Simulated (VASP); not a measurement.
# In in VASP: further runs, part 2 of 2

VASP 6.6.1.

**3. Single point, PBE**

This run uses another cell than the first one, of 43.39 Å³/atom, 1.174 times its volume.

Input file INCAR:

```
SYSTEM = In
PREC     = Accurate       ! precision mode
ENCUT    = 460            ! plane-wave cutoff, eV
EDIFF    = 1E-7           ! SCF threshold, eV
ISMEAR   = 1              ! smearing method
SIGMA    = 0.1            ! smearing width, eV
LREAL    = .FALSE.        ! projectors in reciprocal space
LASPH    = .TRUE.         ! aspherical terms in the spheres
NELM     = 120            ! most SCF steps
ALGO     = Normal         ! electronic algorithm
ISIF     = 2              ! what is computed and relaxed
LWAVE    = .FALSE.        ! write WAVECAR
LCHARG   = .FALSE.        ! write CHGCAR
LDIPOL   = .TRUE.       
IDIPOL   = 3            
DIPOL    = 0.5 0.5 0.500
GGA      = PE             ! functional
NBANDS   = 30             ! bands
LVHAR    = .TRUE.       
LVACPOTAV= .TRUE.
```

Input file KPOINTS:

```
regular mesh
0
G
  14 14 1
  0 0 0
```

Input file POSCAR:

```
In
1.0
    3.3354847820      0.0000000000      0.0000000000
   -1.6677423910      2.8886145552      0.0000000000
    0.0000000000      0.0000000000     13.5091429200
In
3
Direct
    0.3333333300      0.6666666600      0.2960957645
    0.6666666700      0.3333333400      0.5000000000
    0.3333333300      0.6666666600      0.7039042355
```

Potentials or basis: VASP PAW PBE potentials, release 64 (In_d).

The run is started by

```
cat potpaw_PBE.64/In_d/POTCAR > POTCAR
mpirun -np 1 vasp_std > vasp.out
```

OUTCAR:

```text
SYSTEM = In
   PREC = Accurate
   ENCUT = 460
   EDIFF = 1E-7
   ISMEAR = 1
   LREAL = .FALSE.
   LASPH = .TRUE.
   NELM = 120
   ISIF = 2
   GGA = PE

 Found     24 irreducible k-points:

 Following reciprocal coordinates:
            Coordinates               Weight
  0.000000  0.000000  0.000000      1.000000
  0.071429 -0.000000  0.000000      6.000000
  0.142857 -0.000000  0.000000      6.000000
  0.214286  0.000000  0.000000      6.000000
  0.285714 -0.000000  0.000000      6.000000
  0.357143 -0.000000  0.000000      6.000000
   k-points           NKPTS =     24   k-points in BZ     NKDIM =     24   number of bands    NBANDS=     30
   number of dos      NEDOS =    301   number of ions     NIONS =      3
   total plane-waves  NPLWV =  55296
   dimension x,y,z NGX =    24 NGY =   24 NGZ =   96
   dimension x,y,z NGXF=    48 NGYF=   48 NGZF=  192
   ions per type =               3
   NGX,Y,Z   is equivalent  to a cutoff of  11.96, 11.96, 11.81 a.u.
   NGXF,Y,Z  is equivalent  to a cutoff of  23.92, 23.92, 23.63 a.u.
 SYSTEM =  In
   PREC   = accura    normal or accurate (medium, high low for compatibility)
   ISTART =      0    job   : 0-new  1-cont  2-samecut
   ICHARG =      2    charge: 1-file 2-atom 10-const
   ISPIN  =      1    spin polarized calculation?
   LNONCOLLINEAR =      F non collinear calculations
   LSORBIT =      F    spin-orbit coupling
   LASPH  =      T    aspherical Exc in radial PAW
   ENCUT  =  460.0 eV  33.81 Ry    5.81 a.u.   5.83  5.83 23.62*2*pi/ulx,y,z
   NELM   =    120;   NELMIN=  2; NELMDL= -5     # of ELM steps
   EDIFF  = 0.1E-06   stopping-criterion for ELM
   LREAL  =      F    real-space projection
   EDIFFG = 0.1E-05   stopping-criterion for IOM
   NSW    =      0    number of steps for IOM
   IBRION =     -1    ionic relax: 0-MD 1-quasi-New 2-CG
   NFREE  =      0    steps in history (QN), initial steepest desc. (CG)
   ISIF   =      2    stress and relaxation
   ISYM   =      2    0-nonsym 1-usesym 2-fastsym
   POTIM  = 0.5000    time-step for ionic-motion
   TEBEG  =    0.0;   TEEND  =   0.0 temperature during run
   PSTRESS=    0.0 pullay stress
   NELECT =      39.0000    total number of electrons
   NUPDOWN=      -1.0000    fix difference up-down
   EMIN   =  10.00;   EMAX   =-10.00  energy-range for DOS
   EFERMI =   0.00;   METHOD = LEGACY
   ISMEAR =     1;   SIGMA  =   0.10  broadening in eV -4-tet -1-fermi 0-gaus
   EFERMI_NEDOS =   21; number of points for ismear=-14 and -15
   IALGO  =     38    algorithm
   IMIX   =      4    mixing-type and parameters
     AMIX     =   0.40;   BMIX     =  1.00
     AMIX_MAG =   1.60;   BMIX_MAG =  1.00
  volume/ion in A,a.u.               =      43.39       292.79
  Fermi-wavevector in a.u.,A,eV,Ry     =   1.095479  2.070156 16.328016  1.200075
  Thomas-Fermi vector in A             =   2.231804
   LORBIT       =      0    0 simple, 1 ext, 2 COOP (PROOUT), +10 PAW based schemes
   GGA     = PE    functional components
   LHFCALC =     F    Hartree Fock is set to
   AEXX    =    0.0000 exact exchange contribution
   IVDW    =     0    specifies the selected vdW correction
   LEPSILON=     F    determine dielectric tensor
   LRPA    =     F    only Hartree local field effects (RPA)
 non-spin polarized calculation
 Methfessel and Paxton  Order N= 1 SIGMA  =   0.10
  energy-cutoff  :      460.00
  volume of cell :      130.16
 maximum number of plane-waves:      2938
 NGX is ok and might be reduce to    24
   NGX = 11   NGY = 11   NGZ = 47

 dipolmoment           0.000000      0.000000     -0.000000 electrons x Angstroem

 number of electron      38.9999993 magnetization

 dipolmoment           0.000000      0.000000      0.000000 electrons x Angstroem

 Free energy of the ion-electron system (eV)
  ---------------------------------------------------
  ext. energy  EPLUGINS =         0.00000000
  ---------------------------------------------------
  free energy    TOTEN  =        -7.34194878 eV

  energy without entropy =       -7.34356240  energy(sigma->0) =       -7.34248666

 E-fermi :   3.1184     XC(G=0):  -7.1685

 val. band max:        3.0158128778   @ k =   0.4286   0.0714   0.0000
 cond. band min:       3.1693613747   @ k =   0.3571   0.2857   0.0000
 fundamental gap:      0.1535484969
 Fermi energy:         3.1184366724

 k-point     1 :       0.0000    0.0000    0.0000
  band No.  band energies     occupation
      1     -11.6115      2.00000
      2     -11.5962      2.00000
      3     -11.5659      2.00000
      4     -11.5365      2.00000
      5     -11.5365      2.00000
      6     -11.5260      2.00000
[... 187 lines left out ...]
     29      11.0366      0.00000
     30      11.1039      0.00000

 [... further k-points ...]

------------------------ aborting loop because EDIFF is reached ----------------------------------------

  FORCE on cell =-STRESS in cart. coord.  units (eV):
  Direction    XX          YY          ZZ          XY          YZ          ZX
  --------------------------------------------------------------------------------------
  -------------------------------------------------------------------------------------
  Total       -0.6056847     -0.6056847      0.6349608      0.0000000     -0.0000000     -0.0000000
  in kB       -7.4555699     -7.4555699      7.8159391      0.0000000     -0.0000000     -0.0000000
  external PRESSURE =      -2.3650669 kB  Pullay stress =       0.0000000 kB

 VOLUME and BASIS-vectors are now :
 -----------------------------------------------------------------------------
  energy-cutoff  :      460.00
  volume of cell :      130.16
      direct lattice vectors                 reciprocal lattice vectors
     3.335484782  0.000000000  0.000000000     0.299806495  0.173093360  0.000000000
    -1.667742391  2.888614555  0.000000000     0.000000000  0.346186721  0.000000000
     0.000000000  0.000000000 13.509142920     0.000000000  0.000000000  0.074023941

 POSITION                                       TOTAL-FORCE (eV/Angst)
 -----------------------------------------------------------------------------------
      0.00000      1.92574      4.00000        -0.000000      0.000000     -0.093576
      1.66774      0.96287      6.75457         0.000000     -0.000000      0.000000
      0.00000      1.92574      9.50914        -0.000000     -0.000000      0.093576
 -----------------------------------------------------------------------------------
    total drift:                               -0.000000      0.000008      0.000000

  FREE ENERGIE OF THE ION-ELECTRON SYSTEM (eV)
  ---------------------------------------------------
  free  energy   TOTEN  =        -7.3419487833 eV

  energy  without entropy=       -7.3435624030  energy(sigma->0) =       -7.34248666
```

OSZICAR:

```text
N       E                     dE             d eps       ncg     rms          rms(c)
DAV:   1     0.355843616570E+03    0.35584E+03   -0.17476E+04  1440   0.139E+03
DAV:   2     0.298735768232E+02   -0.32597E+03   -0.31908E+03  1446   0.379E+02
DAV:   3    -0.595995030158E+01   -0.35834E+02   -0.35584E+02  1714   0.146E+02
DAV:   4    -0.741171263424E+01   -0.14518E+01   -0.14511E+01  1710   0.350E+01
DAV:   5    -0.748613543973E+01   -0.74423E-01   -0.74418E-01  2408   0.649E+00    0.358E+00
DAV:   6    -0.736911932891E+01    0.11702E+00   -0.24719E-01  1798   0.624E+00    0.192E+00
DAV:   7    -0.734703457820E+01    0.22085E-01   -0.17605E-01  1686   0.525E+00    0.449E-01
DAV:   8    -0.734359507479E+01    0.34395E-02   -0.14658E-02  1902   0.204E+00    0.291E-01
DAV:   9    -0.734152081497E+01    0.20743E-02   -0.44021E-03  1736   0.689E-01    0.105E-01
DAV:  10    -0.734112975915E+01    0.39106E-03   -0.12200E-03  1784   0.193E-01    0.699E-02
DAV:  11    -0.734175852794E+01   -0.62877E-03   -0.78664E-04  1636   0.115E-01    0.359E-02
DAV:  12    -0.734199290770E+01   -0.23438E-03   -0.16715E-04  1756   0.598E-02    0.225E-02
DAV:  13    -0.734194403457E+01    0.48873E-04   -0.49660E-05  1476   0.493E-02    0.128E-02
DAV:  14    -0.734194579093E+01   -0.17564E-05   -0.32998E-06  1728   0.161E-02    0.802E-03
DAV:  15    -0.734194805834E+01   -0.22674E-05   -0.13621E-06  1574   0.140E-02    0.151E-03
DAV:  16    -0.734194878607E+01   -0.72772E-06   -0.43661E-07  1554   0.937E-03    0.151E-03
DAV:  17    -0.734194878330E+01    0.27667E-08   -0.20139E-08  1222   0.169E-03
   1 F= -.73419488E+01 E0= -.73424867E+01  d E =0.161362E-02
```

It took 61 s on 1 thread of Intel Xeon Platinum 8375C at 2.90GHz (Ice Lake), shared host; peak memory 0.24 GiB.

The run converged, but some of its settings lie outside the range that counts as converged, so its numbers aren't taken as properties of the slab.

Results:

```yaml
Free_energy: -7.3419 eV
Largest_force: 0.094 eV/Å
Band_gap_on_the_k_mesh: none (metal or under the smearing width)
```
